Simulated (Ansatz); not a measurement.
**Ge in Ansatz: the effect of functional**

The system is Ge.

```
Ge
1.0
     1.41553   -2.63474    0.00000
     1.41553    2.63474    0.00000
     0.00000    0.00000    2.73374
Ge
1
Direct
  0.50000 0.50000 0.00000
```

This isn't the form of Ge at room conditions, which is diamond.

The cell isn't the ideal one: volume scaled by 1.04.

Alike in all runs:

| Property | Result |
| --- | --- |
| Program | Ansatz 0.2.0 |
| Task | single point |
| Potentials or basis | Ansatz PAW |
| k mesh | 11 × 11 × 10 |
| Occupations | fermi-dirac, width 0.05 eV |
| Spin | no spin polarisation |

| functional | cutoff | pressure (GPa) |
| --- | --- | --- |
| LDA | 420 eV (not typed: the program's choice for these potentials) | ? |
| PBEsol | 420 eV (not typed: the program's choice for these potentials) | -6.1 |
| r2SCAN | 500 eV (not typed: the program's choice for these potentials) | -5.2 |

Question: What does the run with functional LDA give?

Answer: Pressure -7.5 GPa.

Caveats: the PAW data sets come from PBE, with cores solved anew for the run's functional, which leaves a small shift of forces and pressure.
